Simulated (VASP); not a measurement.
# CdTe (F-43m) in VASP: settings compared

CdTe is run at these levels: PBEsol, RPBE+D4, revPBE+D3(BJ), revPBE+D4; tasks: relaxation of cell and atoms, single point.

All numbers are computed with VASP 6.6.1; they aren't measurements. Logs are shortened: lines on timing, memory, paths and dates and some standing lists are left out, and cuts for length are marked.

**What was measured.**

From a printed reference work, data compilation, for a bulk crystal of CdTe at 0 K: band gap 1.607 eV.

The runs below are set against these values where they give the same quantity.

### 1 The cell of the first run

Symmetry: F-43m, No. 216, cubic system. Conventional cell: a = 6.410 Å, b = 6.410 Å, c = 6.410 Å, α = 90.00°, β = 90.00°, γ = 90.00°. Within 3.7 Å of Te (site symmetry -43m) lie 4 Cd at 2.78 Å. Within 3.7 Å of Cd (site symmetry -43m) lie 4 Te at 2.78 Å.

### 2 Relaxation of cell and atoms, PBEsol, target pressure 30 GPa, at which the enthalpy is minimised

File INCAR:

```
SYSTEM = CdTe
PREC = Accurate ; ENCUT = 600
EDIFF = 1E-7 ; ISMEAR = -1
SIGMA = 0.05 ; LREAL = .False.
LASPH = .True. ; NELM = 100
ALGO = Normal ; ISIF = 3
LWAVE = .False. ; LCHARG = .False.
GGA = PS ; IBRION = 2
NSW = 80 ; EDIFFG = -0.02
PSTRESS = 300.0
```

File KPOINTS:

```
Automatic mesh
0
Gamma
  7 7 7
  0 0 0
```

File POSCAR:

```
CdTe
1.0
    0.0000000000      3.2050000000      3.2050000000
    3.2050000000      0.0000000000      3.2050000000
    3.2050000000      3.2050000000      0.0000000000
Te Cd
1 1
Direct
    0.7500000000      0.7500000000      0.7500000000
    0.0000000000      0.0000000000      0.0000000000
```

Potentials or basis: VASP PAW PBE potentials, release 64 (Te, Cd).

Started as:

```console
> cat potpaw_PBE.64/Te/POTCAR potpaw_PBE.64/Cd/POTCAR > POTCAR
> mpirun -np 1 vasp_std > vasp.out
```

OUTCAR:

```text
SYSTEM = CdTe
   PREC = Accurate
   ENCUT = 600
   EDIFF = 1E-7
   ISMEAR = -1
   LREAL = .False.
   LASPH = .True.
   NELM = 100
   ISIF = 3
   GGA = PS
   IBRION = 2
   NSW = 80
   EDIFFG = -0.02
   PSTRESS = 300.0

 ion  position               nearest neighbor table
   1  0.750  0.750  0.750-   2 2.78   2 2.78   2 2.78   2 2.78
   2  0.000  0.000  0.000-   1 2.78   1 2.78   1 2.78   1 2.78

  LATTYP: Found a face centered cubic cell.
 ALAT       =     6.4100000000

  Lattice vectors:

 A1 = (   0.0000000000,   3.2050000000,   3.2050000000)
 A2 = (   3.2050000000,   0.0000000000,   3.2050000000)
 A3 = (   3.2050000000,   3.2050000000,   0.0000000000)

Analysis of symmetry for initial positions (statically):
=====================================================================
 Subroutine PRICEL returns:
 Original cell was already a primitive cell.

 Routine SETGRP: Setting up the symmetry group for a
 face centered cubic supercell.

 Subroutine GETGRP returns: Found 24 space group operations
 (whereof 24 operations were pure point group operations)
 out of a pool of 48 trial point group operations.

The static configuration has the point symmetry T_d .

Analysis of symmetry for dynamics (positions and initial velocities):
=====================================================================
 Subroutine PRICEL returns:
 Original cell was already a primitive cell.

 Routine SETGRP: Setting up the symmetry group for a
 face centered cubic supercell.

 Subroutine GETGRP returns: Found 24 space group operations
 (whereof 24 operations were pure point group operations)
 out of a pool of 48 trial point group operations.

The dynamic configuration has the point symmetry T_d .

 Subroutine INISYM returns: Found 24 space group operations
 (whereof 24 operations are pure point group operations),
 and found     1 'primitive' translations

----------------------------------------------------------------------------------------

                                     Primitive cell

  volume of cell :      65.8437

  direct lattice vectors                    reciprocal lattice vectors
     0.000000000  3.205000000  3.205000000    -0.156006240  0.156006240  0.156006240
     3.205000000  0.000000000  3.205000000     0.156006240 -0.156006240  0.156006240
     3.205000000  3.205000000  0.000000000     0.156006240  0.156006240 -0.156006240

  length of vectors
     4.532554467  4.532554467  4.532554467     0.270210734  0.270210734  0.270210734

  position of ions in fractional coordinates (direct lattice)
     0.750000000  0.750000000  0.750000000
     0.000000000  0.000000000  0.000000000

  ion indices of the primitive-cell ions
   primitive index   ion index
                 1           1
                 2           2

----------------------------------------------------------------------------------------

 KPOINTS: Automatic mesh

Automatic generation of k-mesh.
 Grid dimensions read from file:
 generate k-points for:    7    7    7

 Generating k-lattice:

  Cartesian coordinates                     Fractional coordinates (reciprocal lattice)
    -0.022286606  0.022286606  0.022286606     0.142857143  0.000000000  0.000000000
     0.022286606 -0.022286606  0.022286606     0.000000000  0.142857143  0.000000000
     0.022286606  0.022286606 -0.022286606     0.000000000  0.000000000  0.142857143

  Length of vectors
     0.038601533  0.038601533  0.038601533

  Shift w.r.t. Gamma in fractional coordinates (k-lattice)
     0.000000000  0.000000000  0.000000000

 Subroutine IBZKPT returns following result:
 ===========================================

 Found     20 irreducible k-points:

 Following reciprocal coordinates:
            Coordinates               Weight
  0.000000  0.000000  0.000000      1.000000
  0.142857  0.000000  0.000000      8.000000
  0.285714  0.000000  0.000000      8.000000
  0.428571  0.000000  0.000000      8.000000
  0.142857  0.142857  0.000000      6.000000
  0.285714  0.142857  0.000000     24.000000
[... 12 lines left out ...]
 -0.428571  0.428571  0.142857     24.000000
 -0.285714  0.428571  0.142857     24.000000
   k-points           NKPTS =     20   k-points in BZ     NKDIM =     20   number of bands    NBANDS=     13
   number of dos      NEDOS =    301   number of ions     NIONS =      2
   total plane-waves  NPLWV =  46656
   dimension x,y,z NGX =    36 NGY =   36 NGZ =   36
   dimension x,y,z NGXF=    72 NGYF=   72 NGZF=   72
   ions per type =               1   1
   NGX,Y,Z   is equivalent  to a cutoff of  13.20, 13.20, 13.20 a.u.
   NGXF,Y,Z  is equivalent  to a cutoff of  26.41, 26.41, 26.41 a.u.
 SYSTEM =  CdTe
   PREC   = accura    normal or accurate (medium, high low for compatibility)
   ISTART =      0    job   : 0-new  1-cont  2-samecut
   ICHARG =      2    charge: 1-file 2-atom 10-const
   ISPIN  =      1    spin polarized calculation?
   LNONCOLLINEAR =      F non collinear calculations
   LSORBIT =      F    spin-orbit coupling
   LASPH  =      T    aspherical Exc in radial PAW
   ENCUT  =  600.0 eV  44.10 Ry    6.64 a.u.   9.05  9.05  9.05*2*pi/ulx,y,z
   NELM   =    100;   NELMIN=  2; NELMDL= -5     # of ELM steps
   EDIFF  = 0.1E-06   stopping-criterion for ELM
   LREAL  =      F    real-space projection
   EDIFFG = -.2E-01   stopping-criterion for IOM
   NSW    =     80    number of steps for IOM
   IBRION =      2    ionic relax: 0-MD 1-quasi-New 2-CG
   NFREE  =      1    steps in history (QN), initial steepest desc. (CG)
   ISIF   =      3    stress and relaxation
   ISYM   =      2    0-nonsym 1-usesym 2-fastsym
   POTIM  = 0.5000    time-step for ionic-motion
   TEBEG  =    0.0;   TEEND  =   0.0 temperature during run
   PSTRESS=  300.0 pullay stress
   NELECT =      18.0000    total number of electrons
   NUPDOWN=      -1.0000    fix difference up-down
   EMIN   =  10.00;   EMAX   =-10.00  energy-range for DOS
   EFERMI =   0.00;   METHOD = LEGACY
   ISMEAR =    -1;   SIGMA  =   0.05  broadening in eV -4-tet -1-fermi 0-gaus
   EFERMI_NEDOS =   21; number of points for ismear=-14 and -15
   IALGO  =     38    algorithm
   IMIX   =      4    mixing-type and parameters
     AMIX     =   0.40;   BMIX     =  1.00
     AMIX_MAG =   1.60;   BMIX_MAG =  1.00
  volume/ion in A,a.u.               =      32.92       222.17
  Fermi-wavevector in a.u.,A,eV,Ry     =   1.062497  2.007828 15.359610  1.128899
  Thomas-Fermi vector in A             =   2.197950
   LORBIT       =      0    0 simple, 1 ext, 2 COOP (PROOUT), +10 PAW based schemes
   GGA     = PS    functional components
   LHFCALC =     F    Hartree Fock is set to
   AEXX    =    0.0000 exact exchange contribution
   IVDW    =     0    specifies the selected vdW correction
   LEPSILON=     F    determine dielectric tensor
   LRPA    =     F    only Hartree local field effects (RPA)
 conjugate gradient relaxation of ions
 non-spin polarized calculation
  energy-cutoff  :      600.00
  volume of cell :       65.84
 maximum number of plane-waves:      2213
   NGX = 19   NGY = 19   NGZ = 19

--------------------------------------- Ionic step        1  -------------------------------------------

 number of electron      17.9999995 magnetization

 Free energy of the ion-electron system (eV)
  ---------------------------------------------------
  ext. energy  EPLUGINS =         0.00000000
  ---------------------------------------------------
  free energy    TOTEN  =        -5.47264309 eV

  energy without entropy =       -5.47263835  energy(sigma->0) =       -5.47264072

------------------------ aborting loop because EDIFF is reached ----------------------------------------

  FORCE on cell =-STRESS in cart. coord.  units (eV):
  Direction    XX          YY          ZZ          XY          YZ          ZX
  --------------------------------------------------------------------------------------
  -------------------------------------------------------------------------------------
  Total        0.7473558      0.7473558      0.7473558      0.0000000      0.0000000     -0.0000000
  in kB       18.1854426     18.1854426     18.1854426      0.0000000      0.0000000     -0.0000000
  external PRESSURE =    -281.8145574 kB  Pullay stress =     300.0000000 kB
[... 23 lines left out ...]
  enthalpy is  TOTEN    =         6.8562693899 eV   P V=       12.3289124775

--------------------------------------- Ionic step        2  -------------------------------------------

 number of electron      18.0000000 magnetization

 E-fermi :  19.0367     XC(G=0): -14.0751

 val. band max:       19.0017558666   @ k =  -0.4286   0.4286   0.0000
 cond. band min:      19.0778661723   @ k =   0.4286   0.4286   0.0000
 fundamental gap:      0.0761103057
 Fermi energy:        19.0366780492

 k-point     1 :       0.0000    0.0000    0.0000
  band No.  band energies     occupation
      1      -3.9020      2.00000
      2       0.8521      2.00000
      3       0.8521      2.00000
      4       0.8521      2.00000
      5       2.5746      2.00000
      6       2.5746      2.00000
      7      20.3403      0.00000
      8      20.3403      0.00000
      9      20.3403      0.00000
     10      21.9538      0.00000
     11      21.9538      0.00000
     12      21.9538      0.00000
     13      22.0504      0.00000
[... 337 lines left out ...]
  enthalpy is  TOTEN    =        24.0939503932 eV   P V=        4.6139757971

--------------------------------------- Ionic step        3  -------------------------------------------

 number of electron      18.0000001 magnetization

 E-fermi :   5.7246     XC(G=0):  -9.9637

 val. band max:        4.9738157595   @ k =   0.0000   0.0000   0.0000
 cond. band min:       6.4197184914   @ k =   0.0000   0.0000   0.0000
 fundamental gap:      1.4459027319
 Fermi energy:         5.7246315138

 k-point     1 :       0.0000    0.0000    0.0000
  band No.  band energies     occupation
      1      -8.0982      2.00000
      2      -4.5865      2.00000
      3      -4.5865      2.00000
      4      -4.5865      2.00000
      5      -4.0802      2.00000
      6      -4.0802      2.00000
      7       4.9738      2.00000
      8       4.9738      2.00000
      9       4.9738      2.00000
     10       6.4197      0.00000
     11       9.2007      0.00000
     12       9.2007      0.00000
     13       9.2007      0.00000
[... 331 lines left out ...]
  FREE ENERGIE OF THE ION-ELECTRON SYSTEM (eV)
  ---------------------------------------------------
  free  energy   TOTEN  =        -4.7029778051 eV

  energy  without entropy=       -4.7029777968  energy(sigma->0) =       -4.70297780

  enthalpy is  TOTEN    =         5.1632567544 eV   P V=        9.8662345596

 E-fermi :   6.1481     XC(G=0): -10.1067

 val. band max:        5.3563061450   @ k =   0.0000   0.0000   0.0000
 cond. band min:       6.8909922856   @ k =   0.0000   0.0000   0.0000
 fundamental gap:      1.5346861406
 Fermi energy:         6.1481422702

 k-point     1 :       0.0000    0.0000    0.0000
  band No.  band energies     occupation
      1      -7.9852      2.00000
      2      -4.4119      2.00000
      3      -4.4119      2.00000
      4      -4.4119      2.00000
      5      -3.8714      2.00000
      6      -3.8714      2.00000
      7       5.3563      2.00000
      8       5.3563      2.00000
      9       5.3563      2.00000
     10       6.8910      0.00000
     11       9.5275      0.00000
     12       9.5275      0.00000
     13       9.5275      0.00000
[... 289 lines left out ...]
 k-point    20 :      -0.2857    0.4286    0.1429
  band No.  band energies     occupation
      1      -7.0547      2.00000
      2      -4.2014      2.00000
      3      -4.1405      2.00000
      4      -3.9469      2.00000
      5      -3.8813      2.00000
      6      -2.8083      2.00000
      7      -0.5192      2.00000
      8       1.2241      2.00000
      9       2.2844      2.00000
     10       8.8798      0.00000
     11      10.5536      0.00000
     12      11.4842      0.00000
     13      12.0088      0.00000

[... ionic steps 4 to 14 ...]

--------------------------------------- Ionic step       15  -------------------------------------------

 number of electron      17.9999999 magnetization

------------------------ aborting loop because EDIFF is reached ----------------------------------------

  FORCE on cell =-STRESS in cart. coord.  units (eV):
  Direction    XX          YY          ZZ          XY          YZ          ZX
  --------------------------------------------------------------------------------------
  -------------------------------------------------------------------------------------
  Total        9.1811077      9.1811077      9.1811077      0.0000000     -0.0000000      0.0000000
  in kB      297.8719097    297.8719097    297.8719097      0.0000000     -0.0000000      0.0000000
  external PRESSURE =      -2.1280903 kB  Pullay stress =     300.0000000 kB
[... 61 lines left out ...]
  enthalpy is  TOTEN    =         5.0574460696 eV   P V=        9.2270199806

--------------------------------------- Ionic step       17  -------------------------------------------

 number of electron      17.9999999 magnetization

 Free energy of the ion-electron system (eV)
  ---------------------------------------------------
  ext. energy  EPLUGINS =         0.00000000
  ---------------------------------------------------
  free energy    TOTEN  =        -4.17708294 eV

  energy without entropy =       -4.17708294  energy(sigma->0) =       -4.17708294

 E-fermi :   6.6297     XC(G=0): -10.2851

 val. band max:        5.8476104715   @ k =   0.0000   0.0000   0.0000
 cond. band min:       7.4519442449   @ k =   0.4286   0.4286   0.0000
 fundamental gap:      1.6043337734
 Fermi energy:         6.6297006555

 k-point     1 :       0.0000    0.0000    0.0000
  band No.  band energies     occupation
      1      -7.8427      2.00000
      2      -4.1952      2.00000
      3      -4.1952      2.00000
      4      -4.1952      2.00000
      5      -3.6106      2.00000
      6      -3.6106      2.00000
      7       5.8476      2.00000
      8       5.8476      2.00000
      9       5.8476      2.00000
     10       7.4888      0.00000
     11       9.9444      0.00000
     12       9.9444      0.00000
     13       9.9444      0.00000
[... 331 lines left out ...]
  FREE ENERGIE OF THE ION-ELECTRON SYSTEM (eV)
  ---------------------------------------------------
  free  energy   TOTEN  =        -4.1770829425 eV

  energy  without entropy=       -4.1770829378  energy(sigma->0) =       -4.17708294

  enthalpy is  TOTEN    =         5.0574302458 eV   P V=        9.2345131883

 reached required accuracy - stopping structural energy minimisation
```

It took 7.8 min on 1 thread of AMD EPYC 7R13, shared host; peak memory 0.21 GiB.

What came out:

```yaml
Free_energy: -4.1771 eV
Relaxed_volume: 24.66 Å³/atom
Relaxed_cell: a = 4.116 Å, b = 4.116 Å, c = 4.116 Å, α = 60.00°, β = 60.00°, γ = 60.00°
Space_group_after_relaxing_to_0.05_Å: F-43m (No. 216)
Energy_change_on_relaxing_the_enthalpy_is_what_falls: +647.8 meV/atom
Ionic_steps: 17
Pressure_after_relaxing: 30.0 GPa
Band_gap_on_the_k_mesh: 1.60 eV, indirect (least direct gap 1.64 eV)
```

The path:
```
step  energy change (eV)  largest force (eV/Å)  pressure (GPa)  volume (Å³)
   1              0.0000                0.0000            1.82        65.84
   2             24.9526                0.0000          473.64        24.64
   3              0.7697                0.0000           20.47        52.69
   4              0.9847                0.0000           24.44        51.15
   5              1.3102                0.0000           30.26        49.24
   6              1.2543                0.0000           29.27        49.54
   7              1.2568                0.0000           29.31        49.53
   8              1.2642                0.0000           29.45        49.49
   9              1.2643                0.0000           29.44        49.49
  10              1.2646                0.0000           29.45        49.48
  11              1.2652                0.0000           29.46        49.48
  12              1.2664                0.0000           29.49        49.47
  13              1.2688                0.0000           29.53        49.46
  14              1.2737                0.0000           29.61        49.44
  15              1.2834                0.0000           29.79        49.38
  16              1.3031                0.0000           30.13        49.28
  17              1.2956                0.0000           30.01        49.32
```

Final structure:
```
Te Cd
1.0
     0.00000    2.91066    2.91066
     2.91066    0.00000    2.91066
     2.91066    2.91066    0.00000
Te Cd
1 1
Cartesian
  4.3660 4.3660 4.3660
  0.0000 0.0000 0.0000
```

Caveat: the cell is relaxed towards a set pressure, so the enthalpy falls and the energy may rise; the volume moved by over 15 % at a fixed basis, so the end points are rough; the PAW data sets were made with another functional, which shifts forces and pressure a little; spin-orbit coupling is left out, which moves the levels of the heavy elements.

[end of part 1 of 2]
